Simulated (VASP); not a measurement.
Crystal: Pb.

```
Pb
1.0
     3.48000    0.00000    0.00000
    -1.74000    3.01377    0.00000
     0.00000    0.00000    5.59000
Pb
2
Cartesian
  1.7400 1.0046 4.1925
  0.0000 2.0092 1.3975
```

This isn't the form of Pb at room conditions, which is fcc.

* Program: VASP 6.6.1
* Task: single point
* Functional: PBEsol
* Potentials or basis: VASP PAW PBE potentials, release 64 (Pb_d)
* Cutoff: 520 eV
* k mesh: 9 × 9 × 5
* Occupations: fermi-dirac, width 0.05 eV
* Spin: no spin polarisation

On this cell: pressure 1.0 GPa; largest force under 0.003 eV/Å; band gap on the k mesh none (metal or under the smearing width).

The same run follows on a disturbed copy (atoms moved at random, drawn with an rms of 0.05 Å):

```xyz
2
Lattice="3.4800 0.0000 0.0000 -1.7400 3.0138 0.0000 0.0000 0.0000 5.5900" Properties=species:S:1:pos:R:3 pbc="T T T"
Pb    1.7483    1.0604    4.1723
Pb   -0.0038    2.0711    1.4324
```

What does the disturbed cell give?

The energy (extrapolated to zero smearing) moves by +0.8 meV/atom; pressure 1.0 GPa; largest force 0.076 eV/Å; band gap on the k mesh none (metal or under the smearing width).

Forces on the atoms (eV/Å):
```
Pb  -0.003  0.002  0.076
Pb   0.003 -0.002 -0.076
```

Stress tensor (GPa, compression positive):
```
-0.24  0.01 -0.01
 0.01 -0.23  0.00
-0.01  0.00  3.58
```

Caveats: the PAW data sets were made with another functional, which shifts forces and pressure a little.
